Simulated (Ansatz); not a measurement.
# ZnS (Wurtzite-2H) (P6_3mc) in Ansatz: settings compared

The runs below take ZnS (Wurtzite-2H) through relaxation of cell and atoms, with r2SCAN50, BLYP+D3(BJ).

All numbers are computed with Ansatz 0.2.0; they aren't measurements. Logs are shortened: lines on timing, memory, paths and dates and some standing lists are left out, and cuts for length are marked.

### 1 Starting point

The structure is hexagonal, space group P6_3mc (No. 186). Conventional cell: a = 3.811 Å, b = 3.811 Å, c = 6.234 Å, α = 90.00°, β = 90.00°, γ = 120.00°. Zn (site symmetry 3m) has 4 S at 2.31 to 2.40 Å as nearest neighbours. S (site symmetry 3m) is surrounded by 4 Zn at 2.31 to 2.40 Å.

### 2 Relaxation of cell and atoms, r2SCAN50

input.yaml

```yaml
crystal:
  lattice:
    - [3.811, 0.0, 0.0]
    - [-1.9055, 3.3004228138, 0.0]
    - [0.0, 0.0, 6.234]
  atoms:
    - { symbol: Zn, position: [0.6666666667, 0.3333333333, 0.5] }
    - { symbol: Zn, position: [0.3333333333, 0.6666666667, 0.0] }
    - { symbol: S, position: [0.6666666667, 0.3333333333, 0.885] }
    - { symbol: S, position: [0.3333333333, 0.6666666667, 0.385] }
hamiltonian:
  xc: r2scan50
  pseudopotentials: { kind: paw }
kpoints:
  mp_grid: { grid: [4, 4, 3] }
scf:
  occupations: { method: fermi_dirac, width: 0.05 }
output:
  forces: true
  stress: true
relax:
  f_tol: 0.01
  max_steps: 40
  cell: { stress_tol: 0.05 }
```

Potentials or basis: Ansatz PAW.

On the command line:

```sh
ansatz run input.yaml --threads 2 --pin off --max-ram 5632MiB --backend cpu --events-out ev --progress --plain --runs-dir out
```

Log:

```text
Warning: RAYON_NUM_THREADS=2 ignored (pool sized by the plan → 2); use --threads N
Engine: ansatz 0.2.0, aarch64-unknown-linux-gnu
Pseudopotentials: kind: paw
Pseudopotential: Zn, paw, valence charge 12, recommended cutoff 500 eV (meta_gga), Zn.paw.azcp
Pseudopotential: S, paw, valence charge 6, recommended cutoff 500 eV (meta_gga), S.paw.azcp
Functional definition: r2SCAN50
  parameter a = 0.5
  parameter k0 = 0.174
  parameter k1 = 0.065
  parameter a1 = 4.9479
  exchange = (1 - a)*r2scan_x(k0 = k0, k1 = k1, a1 = a1) + a*exact_x
  correlation = r2scan_c
Crystal: 4 atoms, lattice volume = 78.411 Å³
Basis set: ecut = 500 eV, 1973 PW (Γ), exchange–correlation on 120×120×192 points (64 copies of the dense FFT grid, shifted against one another)
Bands: 22, of which v1, the nominal top of the filled ones, is band 18 counted from 1 (17 counted from 0)
Symmetry: 12 space group operations
Space group: P63mc (ITA 186), of the structure as read, at distance tolerance 4.3e-5 Å
k-points: 8 of 48 (time reversal used)
Non-local potential: Zn, projectors of the file, l = 0: 2, l = 1: 2, l = 2: 3, l = 3: 1
Non-local potential: S, projectors of the file, l = 0: 2, l = 1: 2, l = 2: 2
PAW form: soft (Blöchl's): semilocal exchange-correlation on the pseudo side does not see the compensation charge
PAW frozen core: Zn, regenerated for the run's functional, and the local potential with it (the file was generated under x = pbe(κ = 0.804, μ = 0.2195149727645171), c = pbe(β = 0.06672455060314922))
PAW frozen core: S, regenerated for the run's functional, and the local potential with it (the file was generated under x = pbe(κ = 0.804, μ = 0.2195149727645171), c = pbe(β = 0.06672455060314922))
PAW one-centre angular grid: Zn, 590 points (default); XC on 261 of its mesh's 2673 points in the sphere
PAW one-centre angular grid: S, 302 points (default); XC on 160 Gauss nodes
Initial density: superposition of atomic densities (neutral atoms: chi_scale 0, normalization atom), corrected by the library's trained network
Initial wavefunctions: pseudopotential atomic-orbital guess
Functional: x = r2scan, c = r2scan; τ floored in thin density (d = 2e-4 eV/Å³), warm-up for x = 0.5 r2scan + 0.5 exact, c = r2scan; τ floored in thin density (d = 2e-4 eV/Å³)
SCF iter   1: F=—  HF=-8466.850011 eV  |F-HF|=—  |Δ(HF+E_count)|=         —  Δρ=1.80e-2  dr2=1.26e-1  dr2_τ=1.36e-2  ethr=1.77e-3  ⟨swp⟩=14.6  Hψ=962  notcnv=1
preconditioner: auto → none  [insulator: Δε(μ)=2.799 eV  Ē_g=11.537 eV  σ=0.050 eV  W_gap=1.00  n_scr=22 (ndim 8)  ℏωp=25.2 eV  f_vac=0.039  D(μ)=0.00/eV (n_scr^D=0)]
SCF iter   2: F=—  HF=-8466.845591 eV  |F-HF|=—  |Δ(HF+E_count)|=   4.42e-3  Δρ=5.82e-3  dr2=2.54e-2  dr2_τ=8.77e-4  ethr=3.51e-4  ⟨swp⟩=4.9  Hψ=627  notcnv=0  defer=2
SCF iter   3: F=—  HF=-8466.830236 eV  |F-HF|=—  |Δ(HF+E_count)|=   1.54e-2  Δρ=3.11e-3  dr2=3.21e-3  dr2_τ=2.00e-5  ethr=7.05e-5  ⟨swp⟩=4.1  Hψ=559  notcnv=0
iter 4 solved again at ethr=3.57e-7 eV; its pass at ethr=8.93e-6 eV (dr2=1.28e-4 eV) is discarded
SCF iter   4: F=—  HF=-8466.830987 eV  |F-HF|=—  |Δ(HF+E_count)|=   7.51e-4  Δρ=4.12e-4  dr2=1.65e-4  dr2_τ=5.80e-6  ethr=3.57e-7  ⟨swp⟩=3.2  Hψ=769  notcnv=0
eigensolver tolerance schedule calibrated: the retry pair's looser diagonalisation under-reported the residual by θ = 0.22 (0.16/decade); ethr = c·dr2/N_el runs at the constant in force after the calibration composes with the one it found (an armed cap, an earlier calibration), c = 4.0e-2
SCF iter   5: F=—  HF=-8466.830946 eV  |F-HF|=—  |Δ(HF+E_count)|=   4.10e-5  Δρ=2.67e-4  dr2=5.12e-5  dr2_τ=6.61e-7  ethr=1.81e-7  ⟨swp⟩=3.0  Hψ=370  notcnv=0
SCF iter   6: F=—  HF=-8466.830937 eV  |F-HF|=—  |Δ(HF+E_count)|=   8.76e-6  Δρ=1.97e-5  dr2=1.45e-7  dr2_τ=3.42e-9  ethr=5.63e-8  ⟨swp⟩=3.0  Hψ=441  notcnv=0
SCF iter   7: F=—  HF=-8466.830937 eV  |F-HF|=—  |Δ(HF+E_count)|=   2.74e-7  Δρ=5.58e-6  dr2=1.47e-8  dr2_τ=7.39e-10  ethr=1.60e-10  ⟨swp⟩=5.0  Hψ=614  notcnv=0
SCF iter   8: F=—  HF=-8466.830937 eV  |F-HF|=—  |Δ(HF+E_count)|=   1.34e-9  Δρ=9.81e-7  dr2=7.96e-10  dr2_τ=5.48e-11  ethr=1.62e-11  ⟨swp⟩=4.0  Hψ=502  notcnv=0
SCF iter   9: F=-8466.830937 eV  HF=-8466.830937 eV  |F-HF|=9.09e-12  |Δ(HF+E_count)|=  1.75e-10  Δρ=1.52e-7  dr2=7.65e-12  dr2_τ=4.31e-13  ethr=1.00e-12  ⟨swp⟩=3.2  Hψ=393  notcnv=0
SCF 1 converged in 9 iterations: F = -8466.830937 eV  dr2 = 7.65e-12
Initial density: handed on by an earlier stage of this run
Initial wavefunctions: those handed on with the density
Functional: x = 0.5 r2scan + 0.5 exact, c = r2scan; τ floored in thin density (d = 2e-4 eV/Å³)
Frozen-core exchange: fock
iter 1 solved again at ethr=2.25e-4 eV; its pass at ethr=1.00e-1 eV (dr2=2.05e-1 eV) is discarded
SCF iter   1: F=—  HF=-8460.822505 eV  |F-HF|=—  |Δ(HF+E_count)|=         —  Δρ=2.46e-2  dr2=2.51e-1  dr2_τ=7.31e-4  ethr=2.25e-4  ⟨swp⟩=4.8  Hψ=1019  notcnv=0
preconditioner: auto → none  [insulator: Δε(μ)=6.032 eV  Ē_g=17.448 eV  σ=0.050 eV  W_gap=1.00  n_scr=22 (ndim 8)  ℏωp=25.2 eV  f_vac=0.039  D(μ)=0.00/eV (n_scr^D=0)]
SCF iter   2: F=—  HF=-8460.738591 eV  |F-HF|=—  |Δ(HF+E_count)|=   8.39e-2  Δρ=2.15e-3  dr2=2.17e-2  dr2_τ=7.10e-4  ethr=2.25e-4  ⟨swp⟩=4.0  Hψ=592  notcnv=0
SCF iter   3: F=—  HF=-8460.825664 eV  |F-HF|=—  |Δ(HF+E_count)|=   8.71e-2  Δρ=7.58e-3  dr2=2.44e-2  dr2_τ=6.37e-5  ethr=3.33e-6  ⟨swp⟩=5.0  Hψ=768  notcnv=0
SCF iter   4: F=—  HF=-8460.821343 eV  |F-HF|=—  |Δ(HF+E_count)|=   4.32e-3  Δρ=2.21e-3  dr2=3.36e-3  dr2_τ=1.73e-5  ethr=3.33e-6  ⟨swp⟩=4.0  Hψ=561  notcnv=0
SCF iter   5: F=—  HF=-8460.830600 eV  |F-HF|=—  |Δ(HF+E_count)|=   9.26e-3  Δρ=2.10e-3  dr2=1.91e-3  dr2_τ=2.08e-5  ethr=1.72e-6  ⟨swp⟩=4.6  Hψ=646  notcnv=0
SCF iter   6: F=—  HF=-8460.829720 eV  |F-HF|=—  |Δ(HF+E_count)|=   8.80e-4  Δρ=8.70e-5  dr2=1.46e-4  dr2_τ=1.12e-6  ethr=1.72e-6  ⟨swp⟩=4.0  Hψ=543  notcnv=0
[... 180 lines left out ...]
hybrid outer 4: dexx = +1.564e-9 eV, tail = 7.64e-11 eV, Δε = 2.58e-5 eV (about 2.31e-6 eV left of the loop's levels), ΔF = 1.03e-3 eV/Å (tail 5.89e-4)
relax step   4: F+E_penalty+E_count = -8460.84729067 eV  Δ(F+E_penalty+E_count) = -1.021e-3 eV  max|allowed force component| = 1.409e-3 eV/Å  Δτ_max = 0.0054 Å  P = +0.003 GPa  Ω = 78.784 Å³  energy of the carried Pulay correction = -1.662e-4 eV  (20 SCF iters, accepted)
Frozen-core exchange: fock
iter 1 solved again at ethr=1.98e-10 eV; its pass at ethr=1.00e-1 eV (dr2=7.13e-8 eV) is discarded
SCF iter   1: F=—  HF=-8460.847541 eV  |F-HF|=—  |Δ(HF+E_count)|=         —  Δρ=7.29e-5  dr2=1.06e-7  dr2_τ=2.81e-8  ethr=1.98e-10  ⟨swp⟩=20.0  Hψ=1475  notcnv=10  reapply=2
preconditioner: auto → none  [insulator: Δε(μ)=7.137 eV  Ē_g=18.049 eV  σ=0.050 eV  W_gap=1.00  n_scr=22 (ndim 8)  ℏωp=25.1 eV  f_vac=0.043  D(μ)=0.00/eV (n_scr^D=0)]
SCF iter   2: F=—  HF=-8460.847514 eV  |F-HF|=—  |Δ(HF+E_count)|=   2.63e-5  Δρ=3.69e-5  dr2=4.43e-8  dr2_τ=2.96e-7  ethr=1.98e-10  ⟨swp⟩=3.0  Hψ=492  notcnv=0
SCF iter   3: F=—  HF=-8460.847504 eV  |F-HF|=—  |Δ(HF+E_count)|=   1.07e-5  Δρ=5.40e-6  dr2=1.33e-8  dr2_τ=5.12e-9  ethr=9.63e-11  ⟨swp⟩=4.0  Hψ=515  notcnv=0
iter 4 solved again at ethr=1.00e-12 eV; its pass at ethr=1.03e-11 eV (dr2=3.19e-11 eV) is discarded
SCF iter   4: F=—  HF=-8460.847504 eV  |F-HF|=—  |Δ(HF+E_count)|=   1.75e-7  Δρ=1.20e-6  dr2=5.41e-10  dr2_τ=3.20e-10  ethr=1.00e-12  ⟨swp⟩=2.0  Hψ=854  notcnv=0
SCF iter   5: F=—  HF=-8460.847504 eV  |F-HF|=—  |Δ(HF+E_count)|=   7.01e-9  Δρ=2.44e-7  dr2=2.12e-11  dr2_τ=7.01e-12  ethr=1.00e-12  ⟨swp⟩=6.1  Hψ=648  notcnv=0
SCF iter   6: F=-8460.847504 eV  HF=-8460.847504 eV  |F-HF|=2.58e-10  |Δ(HF+E_count)|=  1.31e-10  Δρ=1.97e-7  dr2=4.58e-12  dr2_τ=7.83e-12  ethr=1.00e-12  ⟨swp⟩=4.0  Hψ=473  notcnv=0
SCF 19 converged in 6 iterations: F = -8460.847504 eV  dr2 = 4.58e-12
  Residual-converged pass: ⟨swp⟩=3.0  Hψ=386  notcnv=0  max |occ|·‖R‖ = 1.2e-7 eV (tolerance 1.3e-7 eV)  dr2=4.63e-12  dr2_τ=7.82e-12  dr2_onsite=8.48e-13  max |Δocc| = 0.0e0
hybrid outer 1: dexx = +5.719e-7 eV, tail = 6.82e-9 eV
Frozen-core exchange: fock
SCF iter   1: F=—  HF=-8460.847504 eV  |F-HF|=—  |Δ(HF+E_count)|=         —  Δρ=6.94e-7  dr2=1.74e-10  dr2_τ=1.46e-11  ethr=9.47e-11  ⟨swp⟩=14.1  Hψ=623  notcnv=0
preconditioner: auto → none  [insulator: Δε(μ)=6.196 eV  Ē_g=17.083 eV  σ=0.050 eV  W_gap=1.00  n_scr=22 (ndim 8)  ℏωp=25.1 eV  f_vac=0.043  D(μ)=0.00/eV (n_scr^D=0)]
SCF iter   2: F=-8460.847504 eV  HF=-8460.847504 eV  |F-HF|=8.29e-10  |Δ(HF+E_count)|=  5.20e-10  Δρ=3.24e-7  dr2=1.17e-11  dr2_τ=2.31e-11  ethr=1.00e-12  ⟨swp⟩=4.0  Hψ=478  notcnv=0
SCF 20 converged in 2 iterations: F = -8460.847504 eV  dr2 = 1.17e-11
  Residual-converged pass: ⟨swp⟩=3.0  Hψ=387  notcnv=0  max |occ|·‖R‖ = 1.3e-7 eV (tolerance 1.3e-7 eV)  dr2=1.17e-11  dr2_τ=2.31e-11  dr2_onsite=2.32e-12  max |Δocc| = 0.0e0
hybrid outer 2: dexx = +5.019e-11 eV, tail = 7.65e-11 eV, Δε = 4.67e-5 eV (about 6.20e-6 eV left of the loop's levels), ΔF = 4.84e-6 eV/Å (tail 1.94e-5)
relax step   5: F+E_penalty+E_count = -8460.84750415 eV  Δ(F+E_penalty+E_count) = -2.135e-4 eV  max|allowed force component| = 1.481e-3 eV/Å  Δτ_max = 0.0000 Å  P = +0.005 GPa  Ω = 78.784 Å³  stress off target by 9.69e-3 GPa  SCF on the basis re-selected at this cell (its energy is not comparable with the rows above)  (8 SCF iters)
basis re-selected at this cell: Δ(F+E_penalty+E_count) = -2.135e-4 eV, ΔP = +0.002 GPa vs the last step (what re-selecting the basis moved, of the pressure what is left beyond the Pulay correction that the steps carried, after the strain that the cell walked since its last selection, with what the two solves' SCF thresholds leave and, on support functions, any second-order correction that the steps lacked; it is no measure of the basis error at this ecutwfc). This SCF's stress stands 9.69e-3 GPa from its target on what of the cell is left free (relax.cell.stress_tol is 5.00e-2 GPa) and its largest allowed force component is 1.48e-3 eV/Å (relax.f_tol is 1.00e-2 eV/Å): within both
hybrid SCF converged: 2 outer / 8 inner (+0 warm-up), last move |dexx| = 5.02e-11 eV, tail = 7.65e-11 eV
Stability not checked: this state was not tested for a lower state beside it, because the functional holds exact exchange (a hybrid, or Hartree-Fock), whose exchange loop this test does not read (fock_operator; see scf.lower_state_search)
Free energy (F): -8460.847504 eV
Frozen-core exchange: fock
Harris-Foulkes:  -8460.847504 eV  (|F-HF|=8.29e-10)
Internal energy: -8460.847504 eV  (E = F + TS)
E sigma→0 (E₀):  -8460.847504 eV
Fermi energy:    6.642632 eV
--- Per-component energies (eV) ---
  E_band       = -156.037504
  E_kinetic    = 474.426467
  E_local      = -4128.048638  (includes V_loc(G=0)·N_el)
  E_nonlocal   = 1306.738364
  E_hartree    = 1746.838397
  E_xc         = -235.774911
  E_vxc        = -155.457548  (∫ρ·V_xc dr)
  E_exx        = -244.270254  (= α·E_x^exact, valence–valence)
  E_paw        = -4877.369572  (= ΣΔE_a)
  E_vpaw       = -662.700851  (= ΣTr[D̂ρ^β])
  E_aug_tail   = -0.000120  (compensation charges beyond the density's cutoff)
  E_vtau       = 3.868426  (kinetic-family band-sum trace: ∫τ·v_τ [+ j·A + Jᵃ·Aᵃ] dr)
  E_ewald      = -2504.994844
  E_core_change = 1.607607  (= ΣΔE_core)
  E_smearing   = -0.000000  (= −TS)
  E_closure    = -0.000000  (closes the sum)
  Σ components = -8460.847504   (vs F -8460.847504, Δ=0.00e0)
--- Forces (eV/Å), atoms counted from 1 ---
  atom   1  Zn     0.00000000    -0.00000000    -0.00148166
  atom   2  Zn     0.00000000     0.00000000    -0.00148166
  atom   3  S     -0.00000000    -0.00000000     0.00148076
  atom   4  S     -0.00000000     0.00000000     0.00148076
  max |Σ_I F_I| component: 1.80e-6 eV/Å
--- Stress (GPa, compression-positive) ---
        0.002398       0.000000       0.000000
       -0.000000       0.002398       0.000000
        0.000000       0.000000       0.009693
  P = ⅓ Tr σ = 0.0048 GPa (0.048 kbar)
--- Band table (eV; the first three rows and the last of 8) ---
  k-point 0: bands = ["-12.1977", "-11.1403", "-6.3055", "-6.2939", "-6.2939", "-6.2228", "-6.2228", "-5.9395", "-5.9395", "-5.8817", "-5.8817", "-5.6242", "-2.5103", "2.4965", "2.4965", "3.4879", "3.5214", "3.5214", "9.7165", "10.6529"]
  k-point 1: bands = ["-11.9583", "-11.4314", "-6.2801", "-6.2801", "-6.2549", "-6.2447", "-6.2447", "-5.9847", "-5.9220", "-5.9220", "-5.8930", "-5.8930", "-1.1134", "1.6350", "2.7359", "2.7359", "3.2467", "3.2467", "10.9587", "10.9884"]
  k-point 2: bands = ["-11.7574", "-10.9374", "-6.2551", "-6.2389", "-6.1953", "-6.1413", "-6.1388", "-5.9749", "-5.9333", "-5.9283", "-5.8684", "-5.5055", "-1.9053", "0.0869", "1.0201", "1.6667", "2.8540", "3.0230", "11.4709", "11.7229"]
  k-point 7: bands = ["-11.0809", "-10.8920", "-6.1930", "-6.1788", "-6.1326", "-6.1044", "-5.9900", "-5.9890", "-5.9128", "-5.9109", "-5.6805", "-5.5105", "-1.8106", "-1.3912", "0.2294", "1.0031", "1.3026", "2.2059", "12.0357", "12.3022"]
  guard bands above this table: 2 of the run's 22 bands. The solve was not asked for them (output.publish_guard_bands: true or output.eigenvalues: true publishes all)
--- Relaxed structure (4 steps of the walk, 4 accepted, 1 SCFs on fresh bases) ---
  F+E_penalty+E_count = -8460.84750415 eV   max|allowed force component| = 1.481e-3 eV/Å   (the final SCF, on the basis selected at the relaxed cell)
  cell:  # Å, volume = 78.7841 Å³
    - [3.819522871520846, 0.0, -2.929500706088744e-34]
    - [-1.909761435760423, 3.307803837072739, 1.464750353044372e-34]
    - [-4.7920512731092805e-34, 0.0, 6.235767039153547]
  atoms:
    - { symbol: Zn, position: [0.6666666666666666, 0.3333333333333333, 0.5048735347089173] }
    - { symbol: Zn, position: [0.3333333333333333, 0.6666666666666666, 0.00487353470891727] }
    - { symbol: S, position: [0.6666666666666666, 0.3333333333333333, 0.8801264652910826] }
    - { symbol: S, position: [0.3333333333333333, 0.6666666666666666, 0.38012646529108274] }
```

Wall time 4 min (2 threads of Arm Neoverse N1, shared host); peak memory 1.2 GiB.

What came out:

- Free energy: -8460.8475 eV
- Relaxed volume: 19.70 Å³/atom
- Relaxed cell: a = 3.820 Å, b = 3.820 Å, c = 6.236 Å, α = 90.00°, β = 90.00°, γ = 120.00°
- Space group after relaxing (to 0.05 Å): P6_3mc (No. 186)
- Energy gained by relaxing: 5.7 meV/atom
- Ionic steps: 5
- Pressure after relaxing: 0.0 GPa
- Band gap on the k mesh: 6.20 eV, direct

Step by step:
```csv
step,energy change (eV),largest force (eV/Å),volume (Å³)
1,0.0000,0.3367,78.41
2,-0.0125,0.2340,78.67
3,-0.0216,0.0656,78.39
4,-0.0227,0.0015,78.78
5,-0.0229,0.0015,78.78
```

Final structure:
```
Zn S
1.0
     3.81952    0.00000    0.00000
    -1.90976    3.30780    0.00000
     0.00000    0.00000    6.23577
Zn S
2 2
Direct
  0.66667 0.33333 0.50487
  0.33333 0.66667 0.00487
  0.66667 0.33333 0.88013
  0.33333 0.66667 0.38013
```

Caveat: the k mesh is coarse (spacing up to 0.48 Å⁻¹), so the values aren't converged, least of all with exact exchange; odd divisions of the mesh miss points on the zone boundary, where band edges often lie, so the gap on the mesh can be too wide; the plane-wave basis is chosen anew once the cell has moved, so the energies of steps on either side of that aren't comparable; the PAW data sets come from PBE, with cores solved anew for the run's functional, which leaves a small shift of forces and pressure. Zero-point motion and thermal expansion aren't in these numbers.

### 3 Relaxation of cell and atoms, BLYP+D3(BJ)

Changes to input.yaml since step 2:

```diff
@@ -11,6 +11,7 @@
 hamiltonian:
-  xc: r2scan50
+  xc: blyp
   pseudopotentials: { kind: paw }
+  dispersion: d3bj
 kpoints:
-  mp_grid: { grid: [4, 4, 3] }
+  mp_grid: { grid: [8, 8, 5] }
 scf:
@@ -20,2 +21,6 @@
   stress: true
+  write_density: true
+  write_potential: true
+  elf: true
+  volumetric_format: npy
 relax:
```

Potentials or basis: Ansatz PAW.

On the command line:

```sh
ansatz run input.yaml --threads 2 --pin off --max-ram 5120MiB --backend cpu --events-out ev --progress --plain --runs-dir out
```

Log:

```text
Warning: RAYON_NUM_THREADS=2 ignored (pool sized by the plan → 2); use --threads N
Engine: ansatz 0.2.0, aarch64-unknown-linux-gnu
Pseudopotentials: kind: paw
Pseudopotential: Zn, paw, valence charge 12, recommended cutoff 420 eV (normal), Zn.paw.azcp
Pseudopotential: S, paw, valence charge 6, recommended cutoff 420 eV (normal), S.paw.azcp
Functional definition: BLYP
  parameter beta = 0.0042
  parameter a = 0.04918
  parameter b = 0.132
  parameter c = 0.2533
  parameter d = 0.349
  exchange = b88_x(beta = beta)
  correlation = lyp_c(a = a, b = b, c = c, d = d)
[... 107 lines left out ...]
  P = ⅓ Tr σ = -0.0152 GPa (-0.152 kbar)
--- Band table (eV; the first three rows and the last of 30) ---
  k-point 0: bands = ["-6.9228", "-6.0007", "-0.1932", "-0.1719", "-0.1719", "-0.0880", "-0.0880", "0.2614", "0.2614", "0.3361", "0.3361", "0.4948", "0.9411", "5.4095", "5.4095", "6.1830", "6.2928", "6.2928", "8.4758", "9.4453", "12.6304", "12.6304"]
  k-point 1: bands = ["-6.8470", "-6.1040", "-0.1958", "-0.1663", "-0.1663", "-0.0986", "-0.0986", "0.1500", "0.2704", "0.2704", "0.3309", "0.3309", "1.6083", "5.4005", "5.4872", "5.4872", "6.2007", "6.2007", "9.1451", "9.5403", "12.6190", "12.6949"]
  k-point 2: bands = ["-6.6384", "-6.3564", "-0.1832", "-0.1493", "-0.1493", "-0.1235", "-0.1235", "-0.0961", "0.2921", "0.2921", "0.3153", "0.3153", "2.7356", "4.0599", "5.6964", "5.6964", "5.9682", "5.9682", "9.7742", "9.8345", "12.7097", "12.9201"]
  k-point 29: bands = ["-5.7836", "-5.7405", "-0.0803", "-0.0401", "-0.0308", "0.0446", "0.1730", "0.1838", "0.2831", "0.2832", "0.5838", "0.6263", "1.4817", "1.6180", "3.2020", "3.7027", "4.6944", "4.9206", "10.6674", "10.9700", "12.2581", "12.8596"]
--- Relaxed structure (4 steps of the walk, 4 accepted, 1 SCFs on fresh bases) ---
  F+E_penalty+E_count = -8476.25228244 eV   max|allowed force component| = 3.495e-5 eV/Å   (the final SCF, on the basis selected at the relaxed cell)
  cell:  # Å, volume = 78.2161 Å³
    - [3.798290915510363, 0.0, 7.145123673387181e-36]
    - [-1.8991454577551814, 3.289416423795627, -3.5725618366935903e-36]
    - [1.168792993441288e-35, 0.0, 6.260214175742901]
  atoms:
    - { symbol: Zn, position: [0.6666666666666666, 0.3333333333333333, 0.5060450757179865] }
    - { symbol: Zn, position: [0.3333333333333333, 0.6666666666666666, 0.0060450757179864945] }
    - { symbol: S, position: [0.6666666666666666, 0.3333333333333333, 0.8789549242820134] }
    - { symbol: S, position: [0.3333333333333333, 0.6666666666666666, 0.37895492428201344] }
```

Run time: 14 s. Hardware: 2 threads of Arm Neoverse V1, shared host; peak memory 0.35 GiB.

Results:

```
Free energy                            : -8476.2523 eV
Relaxed volume                         : 19.55 Å³/atom
Relaxed cell                           : a = 3.798 Å, b = 3.798 Å, c = 6.260 Å, α = 90.00°, β = 90.00°, γ = 120.00°
Space group after relaxing (to 0.05 Å) : P6_3mc (No. 186)
Energy gained by relaxing              : 6.3 meV/atom
Ionic steps                            : 5
Pressure after relaxing                : 0.0 GPa
Band gap on the k mesh                 : 2.18 eV, direct
```

The path:
| step | energy change (eV) | largest force (eV/Å) | volume (Å³) |
| --- | --- | --- | --- |
| 1 | 0.0000 | 0.3469 | 78.41 |
| 2 | -0.0138 | 0.2457 | 78.34 |
| 3 | -0.0238 | 0.0817 | 78.02 |
| 4 | -0.0253 | 0.0001 | 78.22 |
| 5 | -0.0252 | 0.0000 | 78.22 |

Final structure:
```yaml
crystal:
  lattice:
    - [3.79829, 0.00000, 0.00000]
    - [-1.89915, 3.28942, 0.00000]
    - [0.00000, 0.00000, 6.26021]
  atoms:
    - { symbol: Zn, position: [0.66667, 0.33333, 0.50605] }
    - { symbol: Zn, position: [0.33333, 0.66667, 0.00605] }
    - { symbol: S, position: [0.66667, 0.33333, 0.87895] }
    - { symbol: S, position: [0.33333, 0.66667, 0.37895] }
```

Levels at points of the mesh, in eV from the valence-band top:
| k point | band 16 | band 17 | band 18 | band 19 | band 20 | band 21 |
| --- | --- | --- | --- | --- | --- | --- |
| (0.00, 0.00, 0.00) | -0.11 | 0.00 | 0.00 | 2.18 | 3.15 | 6.34 |
| (0.00, -0.50, 0.00) | -2.21 | -1.68 | -0.88 | 3.74 | 4.23 | 5.18 |

Caveat: odd divisions of the mesh miss points on the zone boundary, where band edges often lie, so the gap on the mesh can be too wide; the plane-wave basis is chosen anew once the cell has moved, so the energies of steps on either side of that aren't comparable; the PAW data sets come from PBE, with cores solved anew for the run's functional, which leaves a small shift of forces and pressure. A hybrid or GW would open this gap; BLYP tends to underestimate it.
